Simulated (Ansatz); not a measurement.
# ¹⁷O NMR of the central transition in SiO2 under strain

Cell: a COD entry, relaxed with PBE at fixed cell and then changed (x and y compressed by 2 %, ions relaxed).

```yaml
crystal:
  lattice:
    - [7.31472, 0.00000, 0.00000]
    - [0.00000, 7.31472, 0.00000]
    - [0.00000, 0.00000, 8.62000]
  atoms:
    - { symbol: Si, position: [0.44718, 0.44718, 0.00000] }
    - { symbol: Si, position: [0.05282, 0.94718, 0.25000] }
    - { symbol: Si, position: [0.55282, 0.55282, 0.50000] }
    - { symbol: Si, position: [0.94718, 0.05282, 0.75000] }
    - { symbol: Si, position: [0.35016, 0.12278, 0.15027] }
    - { symbol: Si, position: [0.37722, 0.85016, 0.40027] }
    - { symbol: Si, position: [0.64984, 0.87722, 0.65027] }
    - { symbol: Si, position: [0.62278, 0.14984, 0.90027] }
    - { symbol: Si, position: [0.85016, 0.37722, 0.59973] }
    - { symbol: Si, position: [0.87722, 0.64984, 0.34973] }
    - { symbol: Si, position: [0.14984, 0.62278, 0.09973] }
    - { symbol: Si, position: [0.12278, 0.35016, 0.84973] }
    - { symbol: O, position: [0.41658, 0.33411, 0.16792] }
    - { symbol: O, position: [0.16589, 0.91658, 0.41792] }
    - { symbol: O, position: [0.58342, 0.66589, 0.66792] }
    - { symbol: O, position: [0.83411, 0.08342, 0.91792] }
    - { symbol: O, position: [0.91658, 0.16589, 0.58208] }
    - { symbol: O, position: [0.66589, 0.58342, 0.33208] }
    - { symbol: O, position: [0.08342, 0.83411, 0.08208] }
    - { symbol: O, position: [0.33411, 0.41658, 0.83208] }
    - { symbol: O, position: [0.12911, 0.14401, 0.19041] }
    - { symbol: O, position: [0.35599, 0.62911, 0.44041] }
    - { symbol: O, position: [0.87089, 0.85599, 0.69041] }
    - { symbol: O, position: [0.64401, 0.37089, 0.94041] }
    - { symbol: O, position: [0.62911, 0.35599, 0.55959] }
    - { symbol: O, position: [0.85599, 0.87089, 0.30959] }
    - { symbol: O, position: [0.37089, 0.64401, 0.05959] }
    - { symbol: O, position: [0.14401, 0.12911, 0.80959] }
    - { symbol: O, position: [0.42776, 0.94149, 0.23427] }
    - { symbol: O, position: [0.55851, 0.92776, 0.48427] }
    - { symbol: O, position: [0.57224, 0.05851, 0.73427] }
    - { symbol: O, position: [0.44149, 0.07224, 0.98427] }
    - { symbol: O, position: [0.92776, 0.55851, 0.51573] }
    - { symbol: O, position: [0.05851, 0.57224, 0.26573] }
    - { symbol: O, position: [0.07224, 0.44149, 0.01573] }
    - { symbol: O, position: [0.94149, 0.42776, 0.76573] }
```

Atom numbers follow the list; atoms alike are taken as one site, whose name carries the number of the first.

Level of theory: DFT, PBE, plane waves and PAW, scalar-relativistic, 420 eV cutoff, Γ-centred 3×3×3 k-points, Fermi–Dirac smearing 0.02 eV (Ansatz 0.2.0).

¹⁷O has I = 5/2 and Q = -25.58 mb (Pyykkö 2018); at 21.1 T its Larmor frequency is ν₀ = 121.8 MHz. Only the quadrupole interaction is simulated: positions count from each site's isotropic chemical shift, and J coupling is left out, as are shift anisotropy and dipolar coupling, which fast spinning averages.

Question: Simulate the second-order pattern (fast magic-angle spinning, Gaussian broadening 0.2 kHz) of site O21 (2 Si at 1.63–1.66 Å, angle 108°).

Answer: The calculation gives C_Q = -5.29 MHz and η = 0.64, so ν_Q = 0.794 MHz and the centre of gravity lies at -12.8 ppm (-1.56 kHz).

offset (kHz), height and a bar:
```
   -3.848          0 
   -3.675          5 #
   -3.502          9 ###
   -3.329         10 ###
   -3.155         15 ####
   -2.982         25 #######
   -2.809         28 ########
   -2.636         31 #########
   -2.463         34 ##########
   -2.290         39 ############
   -2.116         60 ##################
   -1.943        100 ##############################
   -1.770         87 ##########################
   -1.597         80 ########################
   -1.424         90 ###########################
   -1.251         90 ###########################
   -1.078         69 #####################
   -0.904         57 #################
   -0.731         50 ###############
   -0.558         46 ##############
   -0.385         42 #############
   -0.212         37 ###########
   -0.039         15 ####
    0.135          1
```

At this changed cell the PBE pressure is 10 GPa.
